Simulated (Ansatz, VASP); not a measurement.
**AlNi3 in VASP and in Ansatz**

INCAR

```
SYSTEM = AlNi3
PREC = Accurate
ENCUT = 520
EDIFF = 1E-7
ISMEAR = -1
SIGMA = 0.05
LREAL = .FALSE.
LASPH = .TRUE.
NELM = 100
ALGO = Normal
ISIF = 2
LWAVE = .FALSE.
LCHARG = .FALSE.
ISPIN = 2
MAGMOM = 1 1 1 0
LORBIT = 11
LMAXMIX = 4
GGA = PE
NBANDS = 28
```

KPOINTS

```
regular mesh
0
G
  8 8 8
  0 0 0
```

POSCAR

```
AlNi3
1.0
    3.4511354705      0.0000000000      0.0000000000
    0.0000000000      3.4511354705      0.0000000000
    0.0000000000      0.0000000000      3.4511354705
Ni Al
3 1
Direct
    0.5000000000      0.5000000000      0.0000000000
    0.5000000000      0.0000000000      0.5000000000
    0.0000000000      0.5000000000      0.5000000000
    0.0000000000      0.0000000000      0.0000000000
```

Contents of input.yaml:

```yaml
crystal:
  lattice:
    - [3.4511354705, 0.0, 0.0]
    - [0.0, 3.4511354705, 0.0]
    - [0.0, 0.0, 3.4511354705]
  atoms:
    - { symbol: Ni, position: [0.5, 0.5, 0.0], spin: 1.0 }
    - { symbol: Ni, position: [0.5, 0.0, 0.5], spin: 1.0 }
    - { symbol: Ni, position: [0.0, 0.5, 0.5], spin: 1.0 }
    - { symbol: Al, position: [0.0, 0.0, 0.0] }
hamiltonian:
  xc: pbe
  pseudopotentials: { kind: paw }
magnetization:
  spin_polarized: true
kpoints:
  mp_grid: { grid: [8, 8, 8] }
scf:
  occupations: { method: fermi_dirac, width: 0.05 }
output:
  forces: true
  stress: true
  eigenvalues: true
```

Change from the starting cell: volume scaled by 0.94.

Alike in both runs: task single point; functional PBE; k mesh 8 × 8 × 8; occupations fermi-dirac, width 0.05 eV; collinear spin, ferromagnetic start.

|  | VASP | Ansatz |
| --- | --- | --- |
| version | VASP 6.6.1 | Ansatz 0.2.0 |
| potentials or method | VASP PAW PBE potentials, release 64 (Ni, Al) | Ansatz PAW |
| plane-wave cutoff (eV) | 520 | 420 |
| valence electrons in the cell | 33 | 57 |

|  | VASP | Ansatz | Ansatz less VASP |
| --- | --- | --- | --- |
| gap on the k mesh at the Fermi level (eV) | none | none | - |
| pressure (GPa) | 22.4 | 22.5 | +0.17 |
| net moment per atom (μB) | 0.15 | 0.16 | +0.009 |
| size of the moment on the site where the two differ most (μB) | 0.21 | 0.23 | +0.024 |

Site moments also hang on the region over which each program counts them. A gap of «none» marks a metal or a gap that the smearing closes. The two sets of potentials don't hold the same shells in valence.
